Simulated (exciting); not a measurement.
ZnSe (Stilleite):

```xyz
2
Lattice="0.0000 2.8338 2.8338 2.8338 0.0000 2.8338 2.8338 2.8338 0.0000" Properties=species:S:1:pos:R:3 pbc="T T T"
Se    4.2507    4.2507    4.2507
Zn    0.0000    0.0000    0.0000
```

Base run:

```yaml
Program: exciting (release sodium)
Functional: PBE
Potentials_or_basis: all-electron LAPW+lo, shipped species files, valence relativity iora*
rgkmax: 9
k_mesh: 8 × 8 × 8
Occupations: fermi-dirac, width 0.05 eV
Spin: no spin polarisation
```

Its results: band gap on the k mesh 1.29 eV, direct.

Question: The run is repeated on the same cell with these changes: k mesh from 8 × 8 × 8 to 6 × 6 × 6; spin from no spin polarisation to spin-orbit coupling, no magnetisation. What comes out?

Answer: Band gap on the k mesh 1.16 eV, direct.

Several settings changed at once, so the effect can't be laid on one alone.

Caveats: the tetrahedron DOS on this energy grid can lose part of the weight of narrow d or f bands (some runs).
